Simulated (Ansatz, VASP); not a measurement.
# BN: VASP beside Ansatz

INCAR

```
SYSTEM = BN
PREC = Accurate
ENCUT = 520
EDIFF = 1E-6
ISMEAR = 0
SIGMA = 0.02
LREAL = .False.
LASPH = .True.
NELM = 60
ALGO = Normal
ISIF = 2
LWAVE = .False.
LCHARG = .False.
GGA = PE
NBANDS = 11
```

File KPOINTS:

```
Automatic mesh
0
Gamma
  12 12 12
  0 0 0
```

The input POSCAR:

```
BN
1.0
    0.0000000000      1.8728844230      1.8728844230
    1.8728844230      0.0000000000      1.8728844230
    1.8728844230      1.8728844230      0.0000000000
B N
1 1
Direct
    0.0000000000      0.0000000000      0.0000000000
    0.7500000000      0.7500000000      0.7500000000
```

Input for Ansatz:

```yaml
crystal:
  lattice:
    - [0.0, 1.872884423, 1.872884423]
    - [1.872884423, 0.0, 1.872884423]
    - [1.872884423, 1.872884423, 0.0]
  atoms:
    - { symbol: B, position: [0.0, 0.0, 0.0] }
    - { symbol: "N", position: [0.75, 0.75, 0.75] }
basis:
  ecutwfc: 420
kpoints:
  mp_grid: { grid: [12, 12, 12] }
hamiltonian:
  xc: pbe
scf:
  occupations: { method: gaussian, width: 0.02 }
output:
  forces: true
  stress: true
  eigenvalues: true
```

Alike in both runs: task single point; functional PBE; k mesh 12 × 12 × 12; occupations gaussian, width 0.02 eV; no spin polarisation.

```csv
,VASP,Ansatz
version,VASP 6.6.1,Ansatz 0.2.0
potentials or method,"VASP PAW PBE potentials, release 64 (B, N)","scalar-relativistic, plane waves, PAW"
plane-wave cutoff (eV),520,420
valence electrons in the cell,8,8
```

Ansatz gave:

| Item | Value |
| --- | --- |
| gap on the k mesh at the Fermi level (eV) | 4.35 |
| least direct gap on the mesh (eV) | 8.32 |
| pressure (GPa) | -30.5 |

Task: What did VASP give for the same quantities?

Result: gap on the k mesh at the Fermi level (eV): 4.34; least direct gap on the mesh (eV): 8.31; pressure (GPa): -30.5.

Caveats: the cell as given lies far from equilibrium; so large a pressure means that the cell lies far from this level's equilibrium, or that cutoff or potentials fall short (VASP). A k mesh can miss the band edges.
